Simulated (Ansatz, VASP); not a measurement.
# One calculation of Ta, two programs

File INCAR:

```
SYSTEM = Ta
PREC = Accurate
ENCUT = 520
EDIFF = 1E-6
ISMEAR = 0
SIGMA = 0.15
LREAL = .False.
LASPH = .True.
NELM = 60
ALGO = Normal
ISIF = 2
LWAVE = .False.
LCHARG = .False.
GGA = PE
NBANDS = 12
```

File KPOINTS:

```
regular mesh
0
Gamma
  18 18 18
  0 0 0
```

The input POSCAR:

```
Ta
1.0
   -1.4769403763      1.6594835689      1.6594835689
    1.4769403763     -1.6594835689      1.6594835689
    1.4769403763      1.6594835689     -1.6594835689
Ta
1
Direct
    0.0000000000      0.0000000000      0.0000000000
```

Input for Ansatz:

```yaml
crystal:
  lattice:
    - [-1.4769403763, 1.6594835689, 1.6594835689]
    - [1.4769403763, -1.6594835689, 1.6594835689]
    - [1.4769403763, 1.6594835689, -1.6594835689]
  atoms:
    - { symbol: Ta, position: [0.0, 0.0, 0.0] }
basis:
  ecutwfc: 420
kpoints:
  mp_grid: { grid: [18, 18, 18] }
hamiltonian:
  xc: pbe
  pseudopotentials: { kind: paw, azcp: { folder: soft_1 } }
scf:
  occupations: { method: gaussian, width: 0.15 }
output:
  forces: true
  stress: true
  eigenvalues: true
```

Change from the starting cell: normal strain along x -0.1100, normal strain along z +0.0000.

Alike in both runs: task single point; functional PBE; k mesh 18 × 18 × 18; occupations gaussian, width 0.15 eV; no spin polarisation.

|  | VASP | Ansatz |
| --- | --- | --- |
| version | VASP 6.6.1 | Ansatz 0.2.0 |
| potentials or method | VASP PAW PBE potentials, release 64 (Ta_pv) | scalar-relativistic, plane waves, PAW |
| plane-wave cutoff (eV) | 520 | 420 |
| valence electrons in the cell | 11 | 13 |

|  | VASP | Ansatz | Ansatz less VASP |
| --- | --- | --- | --- |
| gap on the k mesh at the Fermi level (eV) | none | none | - |
| pressure (GPa) | 30.3 | 30.0 | -0.36 |
| largest component of the traceless stress (GPa) | 9.17 | 9.17 | -0.007 |

A gap of «none» marks a metal or a gap that the smearing closes. The functional is the same, so the differences come from potentials, cutoffs and numerics. The two sets of potentials don't hold the same shells in valence.

Caveats: so large a pressure means that the cell lies far from this level's equilibrium, or that cutoff or potentials fall short (VASP). The runs have no spin-orbit coupling, so splittings on Ta are missing.
